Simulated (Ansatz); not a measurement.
# Stack of 1T-SnS2 under 1T-ZrSSe, upper layer turned by 180° in a perpendicular field, part 2 of 2

Wanted: the out-of-plane response of the stack of 1T-SnS2 under 1T-ZrSSe, upper layer turned by 180°. A positive field points along +c.

Ansatz 0.2.0; plane-wave DFT, PBE-D3(BJ), Ansatz PAW.

So far. Step 2 (Relaxing the slab): The lattice constant a goes from 3.720 to 3.682 Å.

### Step 3. Single point, field 0, start network

A sawtooth potential applies the field, turning back in the middle of the vacuum. With the dipole correction the typed value is the field outside the slab. The induced dipole is small, so the SCF threshold is tight.

The cell differs from the one that the last finished run ended in (c 47.367 → 26.982 Å).

The input, input.yaml:

```yaml
crystal:
  lattice:
    - [3.6817277376, 0.0, 0.0]
    - [-1.8408638688, 3.1884697506, 0.0]
    - [0.0, 0.0, 26.9820389743]
  atoms:
    - { symbol: S, position: [0.6666666667, 0.3333333333, 0.333555222] }
    - { symbol: Sn, position: [0.0, 0.0, 0.3883095348] }
    - { symbol: S, position: [0.3333333333, 0.6666666667, 0.4430227298] }
    - { symbol: Se, position: [0.6666666667, 0.3333333333, 0.5529084662] }
    - { symbol: Zr, position: [0.3333333333, 0.6666666667, 0.6141826874] }
    - { symbol: S, position: [0.0, 0.0, 0.666444778] }
kpoints:
  mp_grid: { grid: [18, 18, 1] }
  band_path:
    path: [[0, 0, 0], [0.5, 0, 0], [0.33333333, 0.33333333, 0], [0, 0, 0]]
    npoints: 16
hamiltonian:
  xc: pbe
  dispersion: d3bj
scf:
  occupations: { method: fermi_dirac, width: 0.02585 }
  convergence: { dr2_threshold: 1.0e-10 }
efield:
  axis: 3
  dipole_correction: true
  ramp_position: 0.97
  ramp_width: 0.06
  amplitude: 0
output:
  dos: { projected: true, e_range: [-6, 5] }
  write_potential: true
  write_density: true
  volumetric_format: npy
  elf: true
```

The run is started by

```
$ ansatz run input.yaml --threads 2 --pin off --max-ram 3072MiB --backend cpu --events-out ev --progress --plain --runs-dir out
```

Numbers of over 12 decimals in the logs are rounded to 6 here.

What it wrote:

```text
[...]
Crystal: 6 atoms, lattice volume = 316.744 Å³
Basis set: ecut = 420 eV, 6211 PW (Γ)
Bands: 36, of which v1, the nominal top of the filled ones, is band 30 counted from 1 (29 counted from 0)
Symmetry: 6 space group operations
[...]
k-points: 37 of 324 (time reversal used)
[...]
SCF iter   1: F=—  HF=-18390.538675 eV  |F-HF|=—  |Δ(HF+E_count)|=         —  Δρ=1.10e-3  dr2=7.09e-3  ethr=1.77e-3  p=0.011 e·Å  D=6.04e-3 V/Å  ΔV_dip=-0.16 eV  dr2_dipole=5.50e-6  V_vac-E_F(+/−)=5.45/5.62 eV  ⟨swp⟩=10.9  Hψ=6487  notcnv=0
efield: sawtooth ramp at fractional position 0.9700 (set: `efield.ramp_position`, or a place that a band, a saddle search or an elastic batch's reference lends), width 0.0600; the density the first Hamiltonian is built on has a dipole p = 0.011 e·Å; the dipole correction subtracts the counter field D = 6.04e-3 V/Å, which shifts the + side's vacuum level by -0.16 eV against the − side's; the planar-averaged density in the ramp window peaks in size at 1.2e-5 e/Å³
[...]
SCF iter   2: F=—  HF=-18390.544050 eV  |F-HF|=—  |Δ(HF+E_count)|=   5.38e-3  Δρ=5.71e-4  dr2=1.89e-3  ethr=1.18e-5  p=0.012 e·Å  D=6.99e-3 V/Å  ΔV_dip=-0.19 eV  dr2_dipole=3.34e-4  V_vac-E_F(+/−)=5.46/5.65 eV  ⟨swp⟩=2.9  Hψ=3071  notcnv=0  defer=56
[...]
SCF iter  12: F=-18390.544823 eV  HF=-18390.544823 eV  |F-HF|=2.55e-11  |Δ(HF+E_count)|=  5.46e-11  Δρ=5.74e-8  dr2=1.25e-11  ethr=1.00e-12  p=0.009 e·Å  D=4.93e-3 V/Å  ΔV_dip=-0.13 eV  dr2_dipole=4.73e-13  V_vac-E_F(+/−)=5.52/5.65 eV  ⟨swp⟩=9.8  Hψ=3796  notcnv=0
SCF 1 converged in 12 iterations: F = -18390.544823 eV  dr2 = 1.25e-11
[...]
NSCF: frozen V_eff on 49 k-points
efield: sawtooth ramp at fractional position 0.9700 (kept from the solve that this one continues, or follows in the run), width 0.0600; the density the first Hamiltonian is built on has a dipole p = 0.009 e·Å; the dipole correction subtracts the counter field D = 4.93e-3 V/Å, which shifts the + side's vacuum level by -0.13 eV against the − side's; the planar-averaged density in the ramp window peaks in size at 5.3e-6 e/Å³
WARN: The output density's exchange-correlation potential varies sharply where the density is thin. Do not read a vacuum level from v_tot or v_xc, or from such a field of the output density. On a cell that repeats whose density bears no net charge and no dipole along the vacuum's axis use v_es (v_loc + v_h of the components); under efield.dipole_correction with no amplitude use v_es + v_field, which holds any externa [...]
SCF converged after 12 iterations
Free energy (F): -18390.544823 eV
[...]
Internal energy: -18390.544822 eV  (E = F + TS)
E sigma→0 (E₀):  -18390.544823 eV
Entropy (-TS):   -0.000001 eV (-0.000 meV/atom)
Fermi energy:    0.395818 eV
Dipole field:    D = 0.004926 V/Å  (p = 0.008623 e·Å, saw-weighted, corrected)
Work function:   Φ+ = 5.5203 eV   Φ− = 5.6533 eV
Levels:          The Fermi level and band energies are counted from a zero that moves with the ramp; work functions are not
[...]
--- Band table (eV; the first three rows and the last of 37) ---
  k-point 0: bands = [... 26 lower, -0.8815, -0.7042, 0.1564, 0.1564, 1.4097, 1.4097, 1.6853, 2.2144, ... 2 higher]
  k-point 1: bands = [... 26 lower, -0.8389, -0.6245, -0.1181, 0.0353, 1.4628, 1.5481, 1.8127, 2.2881, ... 2 higher]
  k-point 2: bands = [... 26 lower, -0.7945, -0.7147, -0.4868, -0.2162, 1.4663, 1.8483, 2.0459, 2.4563, ... 2 higher]
  k-point 36: bands = [... 26 lower, -2.0922, -2.0377, -1.2524, -1.2147, 1.8426, 2.2211, 2.6303, 2.9135, ... 2 higher]
```

Elapsed: 85 s, on 2 threads of Intel Xeon at 2.50GHz (Skylake/Cascade Lake), shared host; peak memory 0.85 GiB; 2.8 min of CPU time.

The column dr2 measures how far the density is from self-consistency, as an energy; F and HF (Harris–Foulkes) agree once it is small.

This step gave:

* dipole along the normal: 0.008623 e·Å
* gap along the path: 0.5007 eV
* smallest direct gap along the path: 1.253 eV
* step between the vacuum levels: -0.1329 eV
* ionisation energy, upper face: 5.760 eV
* electron affinity, upper face: 5.259 eV
* ionisation energy, lower face: 5.893 eV
* gap, the smaller of path and mesh: 0.5007 eV

Running mean over a fixed 2.7 Å (it still follows the layers) of the planar mean; the ramp of the sawtooth is left out. Electron's electrostatic potential energy less the Fermi level against z:

| z (Å) | electron's electrostatic potential energy less the Fermi level (eV) |
| --- | --- |
| 3.5 | 5.65 |
| 4.0 | 5.65 |
| 4.5 | 5.65 |
| 5.0 | 5.65 |
| 5.5 | 5.65 |
| 6.0 | 5.63 |
| 6.5 | 5.53 |
| 7.0 | 5.05 |
| 7.5 | 3.53 |
| 8.0 | 1.46 |
| 8.5 | -0.627 |
| 9.0 | -2.34 |
| 9.5 | -3.56 |
| 10.0 | -4.39 |
| 10.5 | -4.56 |
| 11.0 | -4.36 |
| 11.5 | -3.48 |
| 12.0 | -2.29 |
| 12.5 | -0.699 |
| 13.0 | 0.663 |
| 13.5 | 1.32 |
| 14.0 | 1.09 |
| 14.5 | -0.378 |
| 15.0 | -2.91 |
| 15.5 | -5.95 |
| 16.0 | -7.51 |
| 16.5 | -8.22 |
| 17.0 | -8.39 |
| 17.5 | -7.15 |
| 18.0 | -4.00 |
| 18.5 | -0.926 |
| 19.0 | 1.41 |
| 19.5 | 3.51 |
| 20.0 | 4.97 |
| 20.5 | 5.41 |
| 21.0 | 5.50 |
| 21.5 | 5.52 |
| 22.0 | 5.52 |
| 22.5 | 5.52 |
| 23.0 | 5.52 |
| 23.5 | 5.52 |

The density of states has structure finer than the step of the table below, so its rows give means over 0.25 eV, whole bins alone (the curve runs from -6 to 2.24 eV). Peaks (eV: height): -3.630: 10.1, -3.240: 9.77, -2.970: 13.1, -2.770: 25.7, -1.750: 9.25, -1.590: 9.79, -1.420: 14.7.

Table of density of states by energy, zero at the Fermi level of the run, which the smearing sets inside the gap; means over each step:

| energy (eV) | density of states (states/eV a cell) |
| --- | --- |
| -5.75 | 0 |
| -5.50 | 0.303 |
| -5.25 | 1.48 |
| -5.00 | 2.16 |
| -4.75 | 2.36 |
| -4.50 | 3.02 |
| -4.25 | 4.72 |
| -4.00 | 3.22 |
| -3.75 | 7.17 |
| -3.50 | 4.93 |
| -3.25 | 5.82 |
| -3.00 | 6.64 |
| -2.75 | 7.21 |
| -2.50 | 3.36 |
| -2.25 | 3.15 |
| -2.00 | 5.31 |
| -1.75 | 6.73 |
| -1.50 | 9.35 |
| -1.25 | 5.76 |
| -1.00 | 2.39 |
| -0.75 | 1.66 |
| -0.50 | 0.363 |
| -0.25 | 0.103 |
| 0.00 | 0 |
| 0.25 | 0.317 |
| 0.50 | 1.23 |
| 0.75 | 2.28 |
| 1.00 | 3.24 |
| 1.25 | 4.17 |
| 1.50 | 3.79 |
| 1.75 | 2.79 |
| 2.00 | 1.99 |

Projected DOS per atom over height of the atomic layer and energy from the Fermi level. Layers: S Sn S Se Zr S from below.

Ten even steps from '_' (0.00 states/eV) to '@' (2.31 states/eV), each cell a mean:
```
______..**..
::::::__==__
::--::__**__
......__**__
________--__
____________
____________
____________
______==__::
@@__@@##..--
%%__%%**..::
++__==++..--
::__::--..--
==..--++**@@
--::==--++%%
==::==++==##
::..::--::==
....::::--++
....::....::
::::::______
____________
____________
```
Columns: height of the atomic layer (Å) from 9 to 18.0 (not evenly spaced); rows upwards: energy from the Fermi level (eV) from -5.96 to 2.23.

The electronic bands at the labelled points (eV, zero at the Fermi level of the run, which the smearing sets inside the gap):

| point | band 27 | band 28 | band 29 | band 30 | band 31 | band 32 | band 33 | band 34 |
| --- | --- | --- | --- | --- | --- | --- | --- | --- |
| Γ | -1.28 | -1.10 | -0.24 | -0.24 | 1.01 | 1.01 | 1.29 | 1.82 |
| halfway | -1.70 | -1.29 | -1.11 | -1.01 | 0.74 | 1.41 | 2.18 | 2.47 |
| M | -1.88 | -1.59 | -1.48 | -1.22 | 0.26 | 0.56 | 2.71 | 3.05 |
| halfway | -2.27 | -2.05 | -1.73 | -1.46 | 0.98 | 1.29 | 2.60 | 2.75 |
| K | -2.49 | -2.43 | -1.65 | -1.61 | 1.45 | 1.83 | 2.23 | 2.52 |
| halfway | -2.02 | -1.82 | -1.41 | -1.05 | 1.29 | 1.68 | 1.75 | 2.81 |
| Γ | -1.28 | -1.10 | -0.24 | -0.24 | 1.01 | 1.01 | 1.29 | 1.82 |

Electrostatic potential energy in the ca plane at fractional y = 0.000, with atoms of Sn and S within 0.2 Å of it. With pseudopotentials it is smooth inside the atoms' cores, unlike the true potential.

Values in eV, 6 rows by 16 columns, each cell a mean:
```
  6   6   5   2 -10  -5  -3   5   5   5   3  -2 -20  -9   5   6
  6   6   5   2  -6 -10   1   4   5   2   0  -2  -5   2   6   6
  6   6   5   0   1   1   0   3   4  -2  -4  -8   1   5   6   6
  6   6   5   1   0  -1   0   4   4  -1  -3  -6   1   5   6   6
  6   6   5   3  -9 -13   0   5   5   3   1  -1 -11  -1   6   6
  6   6   5   2  -8  -1  -4   5   5   5   4  -3 -20 -11   5   6
```
Columns run along c (16.0 Å, from fractional 0.20 to 0.79 of the cell; values clipped at the 3rd and 97th percentile), rows up along a (3.7 Å). Atoms in or near the plane, at fractional coordinates: Sn at (0.39, 0.00), S at (0.67, 0.00).

ELF in the ca plane at fractional y = 0.000, with atoms of Sn and S within 0.2 Å of it. It is the smooth field of the valence electrons, not physical close to the nuclei.

Ten even steps from '0' (0.00) to '9' (0.90), each cell a mean:
```
00000000001220012210000000000136872499863100
00000000123222122321000012222114898999752000
00000013455432224554200145664111478987521000
00000146777642235777510367875211135543100000
00001257888742136788610378885221001100000000
00000246787742136787510378885211112321000000
00000124666532235666410257774211257775310000
00000001234322223433100023443113689998641000
00000000012221012210000000111126886799863100
00000000001210002210000000000137850289963100
```
Columns run along c (16.0 Å, from fractional 0.20 to 0.79 of the cell), rows up along a (3.7 Å). Atoms in or near the plane, at fractional coordinates: Sn at (0.39, 0.00), S at (0.67, 0.00).

Valence density in the ca plane at fractional y = 0.000, with atoms of Sn and S within 0.2 Å of it. It is the smooth field of the valence electrons, not physical close to the nuclei.

Ten steps, logarithmic in the rise over the least value, from '0' (0 e/Å³) to '9' (14 e/Å³), each cell a mean:
```
00001368974210000000000012343443100000000000
00011246653110000000111112344432100000000000
00112223322211000011121112233321000000000000
00122221122221100112222222221110000000000000
01122211112222100122332222111000000000000000
01122221112222100112332222111100000000000000
00112222222221100012222112222210000000000000
00011234432211000001111112234331000000000000
00001257863110000000000112344442100000000000
00001369984210000000000012442343100000000000
```
Columns run along c (16.0 Å, from fractional 0.29 to 0.88 of the cell), rows up along a (3.7 Å). Atoms in or near the plane, at fractional coordinates: Sn at (0.39, 0.00), S at (0.67, 0.00).

The gap is 0.50 eV, with the valence edge 5.76 eV and the conduction edge 5.26 eV under the upper vacuum level.

### Step 4. Single point, field 0.1 V/Å

input.yaml, as its differences from that of step 3:

```diff
@@ -26,7 +26,6 @@
   dipole_correction: true
-  ramp_position: 0.97
-  ramp_width: 0.06
-  amplitude: 0
+  ramp_position: 0.9537
+  ramp_width: 0.0927
+  amplitude: 0.1
 output:
-  dos: { projected: true, e_range: [-6, 5] }
   write_potential: true
@@ -34,2 +33 @@
   volumetric_format: npy
-  elf: true
```

What it wrote:

```text
[...]
Crystal: 6 atoms, lattice volume = 316.744 Å³
Basis set: ecut = 420 eV, 6211 PW (Γ)
Bands: 36, of which v1, the nominal top of the filled ones, is band 30 counted from 1 (29 counted from 0)
Symmetry: 6 space group operations
[...]
k-points: 37 of 324 (time reversal used)
[...]
k-point 0: bands = [... 26 lower, -0.9285, -0.6919, 0.1989, 0.1989, 1.4545, 1.4545, 1.6506, 2.2502, ... 2 higher]
  k-point 1: bands = [... 26 lower, -0.8856, -0.6094, -0.0758, 0.0777, 1.5068, 1.5927, 1.7798, 2.3228, ... 2 higher]
  k-point 2: bands = [... 26 lower, -0.8405, -0.6771, -0.4619, -0.1744, 1.5106, 1.8928, 2.0113, 2.4923, ... 2 higher]
  k-point 36: bands = [... 26 lower, -2.0733, -2.0140, -1.2903, -1.2361, 1.7995, 2.2668, 2.6725, 2.9546, ... 2 higher]
[key lines of the parts left out:]
SCF converged after 15 iterations
Free energy (F): -18390.548899 eV
Fermi energy:    0.426495 eV
Dipole field:    D = 0.041643 V/Å  (p = 0.072893 e·Å, saw-weighted, corrected)
```

Run time: 91 s. Hardware: 2 threads; peak memory 0.84 GiB; 3 min of CPU time.

The dipole is 0.0729 e·Å, 0.0643 e·Å from its value without field, and the gap 0.476 eV.

### Step 5. Atoms held, field -0.1 V/Å

input.yaml, as its differences from that of step 4:

```diff
@@ -28,3 +28,3 @@
   ramp_width: 0.0927
-  amplitude: 0.1
+  amplitude: -0.1
 output:
```

What it wrote:

```text
[...]
Crystal: 6 atoms, lattice volume = 316.744 Å³
Basis set: ecut = 420 eV, 6211 PW (Γ)
Bands: 36, of which v1, the nominal top of the filled ones, is band 30 counted from 1 (29 counted from 0)
Symmetry: 6 space group operations
[...]
k-points: 37 of 324 (time reversal used)
[...]
k-point 0: bands = [... 26 lower, -0.8345, -0.7144, 0.1131, 0.1131, 1.3642, 1.3642, 1.7153, 2.1816, ... 2 higher]
  k-point 1: bands = [... 26 lower, -0.7924, -0.6376, -0.1611, -0.0079, 1.4178, 1.5027, 1.8402, 2.2574, ... 2 higher]
  k-point 2: bands = [... 26 lower, -0.7529, -0.7489, -0.5102, -0.2587, 1.4209, 1.8030, 2.0744, 2.4249, ... 2 higher]
  k-point 36: bands = [... 26 lower, -2.1142, -2.0647, -1.2127, -1.1909, 1.8846, 2.1747, 2.5872, 2.8720, ... 2 higher]
[key lines of the parts left out:]
SCF converged after 14 iterations
Free energy (F): -18390.547174 eV
Fermi energy:    0.359149 eV
Dipole field:    D = -0.031778 V/Å  (p = -0.055626 e·Å, saw-weighted, corrected)
```

The job ended after 94 s (2 threads; peak memory 0.84 GiB).

The dipole is -0.0556 e·Å, -0.0642 e·Å from its value without field, and the gap 0.515 eV.

### Step 6. Response, atoms held

This step: plane-wave DFT, PBE-D3(BJ), Ansatz PAW; response to a field along the normal, atoms held (Ansatz 0.2.0).

The dipoles give the slope, and the difference of two potentials shows where the field is screened.

This step gave:

```
equivalent conductor thickness p/(ε₀AE) : 9.905 Å
distance between the outer atoms        : 8.982 Å
```

Table of dipole of the cell by applied field:

| applied field (V/Å) | dipole of the cell (e·Å) |
| --- | --- |
| -0.1000 | -0.0556 |
| 0.0000 | 0.00862 |
| 0.1000 | 0.0729 |

Local field over the applied field, running mean. From the potentials at -0.1 and 0.1 V/Å; running mean over 2.8 Å. Local field over applied field against z:

| z (Å) | local field over applied field |
| --- | --- |
| 4.5 | 0.999 |
| 5.0 | 0.997 |
| 5.5 | 0.990 |
| 6.0 | 0.970 |
| 6.5 | 0.919 |
| 7.0 | 0.819 |
| 7.5 | 0.675 |
| 8.0 | 0.512 |
| 8.5 | 0.350 |
| 9.0 | 0.216 |
| 9.5 | 0.125 |
| 10.0 | 0.0757 |
| 10.5 | 0.0587 |
| 11.0 | 0.0722 |
| 11.5 | 0.110 |
| 12.0 | 0.164 |
| 12.5 | 0.220 |
| 13.0 | 0.258 |
| 13.5 | 0.264 |
| 14.0 | 0.241 |
| 14.5 | 0.184 |
| 15.0 | 0.117 |
| 15.5 | 0.0691 |
| 16.0 | 0.0482 |
| 16.5 | 0.0475 |
| 17.0 | 0.0657 |
| 17.5 | 0.120 |
| 18.0 | 0.221 |
| 18.5 | 0.361 |
| 19.0 | 0.521 |
| 19.5 | 0.683 |
| 20.0 | 0.828 |
| 20.5 | 0.927 |
| 21.0 | 0.973 |
| 21.5 | 0.991 |
| 22.0 | 0.997 |
| 22.5 | 0.999 |

The induced electron density oscillates, so the rows of the table below give means over windows of 2.95 Å about each position, cut where the curve ends. Its maxima inside the range that stand out by 2 % of the span (Å: e/Å³ per V/Å): 8.2: 0.00353, 11.1: 9.3e-4, 14.1: 0.00226, 17.0: 4.8e-4. Its minima: 10.0: -9.2e-4, 12.6: -0.00208, 16.0: -7.9e-4, 18.8: -0.00380.

Electrons, planar mean, per unit field. The induced electron density by z; means over each step:

| z (Å) | induced electron density (e/Å³ per V/Å) |
| --- | --- |
| 5.55 | 1.5e-4 |
| 8.50 | 0.00160 |
| 11.45 | -5.5e-4 |
| 14.40 | 6.4e-4 |
| 17.35 | -7.8e-4 |
| 20.30 | -0.00106 |

The smaller of the gaps on the path and on the k-mesh, counted as 0 under 0.03 eV. Table of gap by applied field:

| applied field (V/Å) | gap (eV) |
| --- | --- |
| -0.1000 | 0.515 |
| 0.0000 | 0.501 |
| 0.1000 | 0.476 |

By hand: between -0.1 and 0.1 V/Å the dipole changes by 0.1285 e·Å, a slope of 0.6426 e·Å²/V. A perfect conductor of thickness t has p = ε₀AEt, so t = 180.95 × 0.6426 / 11.739 = 9.91 Å (e/ε₀ = 180.95 V·Å, A in Å²).

The induced dipole is that of a conductor 9.91 Å thick.

### Step 7. What came out

```yaml
gap_without_field: 0.501 eV
ionisation_energy_upper_face: 5.76 eV
electron_affinity_upper_face: 5.26 eV
step_between_the_vacuum_levels: -0.133 eV
equivalent_conductor_thickness_atoms_held: 9.91 Å
```

What this shows: The induced dipole equals that of a perfect conductor 9.91 Å thick, while the outer atoms lie 8.98 Å apart; an out-of-plane ε follows only once a thickness t is chosen, by 1 − 1/ε = 9.91 Å / t. The two faces differ: the vacuum level above lies 0.13 eV lower than the one below. The gap goes from 0.50 eV to 0.52 eV at -0.1 V/Å. Semilocal functionals give gaps that are too small, and excitons are not included. Spin-orbit coupling is left out, which matters for the bands of elements this heavy.

[Logs are printed without paths, hosts, clocks, repeated set-up lines and the standing remarks that a program may print on its own settings, such as how far it seeks lower states.]

[Hosts, paths, dates, database ids (printed as entryN), source tags and the programs' standing remarks are cut or masked in the printed files.]

[Maps of the electrostatic potential energy from Ansatz leave out the sawtooth potential of an applied field or a dipole correction, so their vacuum need not be flat; planar profiles and work functions include it.]

[The density of states shown here was stored with 400 of the rows of the run's finer table, so its peaks can read low, often by over a quarter, or be missed, and its means over a window can be off by a tenth or more.]
